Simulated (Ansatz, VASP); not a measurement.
Ir: VASP beside Ansatz

File INCAR:

```
PREC = Accurate
ENCUT = 520
EDIFF = 1E-6
ISMEAR = 0
SIGMA = 0.1
LREAL = False
LASPH = True
NELM = 60
ALGO = Fast
ISIF = 2
LWAVE = False
LCHARG = True
GGA = PS
LELF = True
LVHAR = True
NBANDS = 10
```

The input KPOINTS:

```
Automatic mesh
0
Gamma
  20 20 20
```

The input POSCAR:

```
Ir
1.0
    0.0000000000      1.8385654682      1.8385654682
    1.8385654682      0.0000000000      1.8385654682
    1.8385654682      1.8385654682      0.0000000000
Ir
1
Direct
    0.0000000000      0.0000000000      0.0000000000
```

Input for Ansatz:

```yaml
crystal:
  lattice:
    - [0.0, 1.8385654682, 1.8385654682]
    - [1.8385654682, 0.0, 1.8385654682]
    - [1.8385654682, 1.8385654682, 0.0]
  atoms:
    - { symbol: Ir, position: [0.0, 0.0, 0.0] }
basis:
  ecutwfc: 420
kpoints:
  mp_grid: { grid: [20, 20, 20] }
hamiltonian:
  xc: pbesol
scf:
  occupations: { method: gaussian, width: 0.1 }
output:
  forces: true
  stress: true
  eigenvalues: true
```

Alike in both runs: task single point; functional PBEsol; k mesh 20 × 20 × 20; occupations gaussian, width 0.1 eV; no spin polarisation.

|  | VASP | Ansatz |
| --- | --- | --- |
| version | VASP 6.6.1 | Ansatz 0.2.0 |
| potentials or method | VASP PAW PBE potentials, release 64 (Ir) | scalar-relativistic, plane waves, PAW |
| plane-wave cutoff (eV) | 520 | 420 |
| valence electrons in the cell | 9 | 17 |

Ansatz gave:

* gap on the k mesh at the Fermi level (eV): none
* pressure (GPa): 64.2

Task: Which values does VASP return?

Result: gap on the k mesh at the Fermi level (eV): none; pressure (GPa): 66.3.

A gap of «none» marks a metal or a gap that the smearing closes. The functional is the same, so the differences come from potentials, cutoffs and numerics. The two sets of potentials don't hold the same shells in valence.

Caveats: the cell as given lies far from equilibrium; so large a pressure means that the cell lies far from this level's equilibrium, or that cutoff or potentials fall short (VASP); the potentials were made for another functional, which shifts forces and pressure (VASP). Spin-orbit coupling is left out, which matters for the levels of Ir.
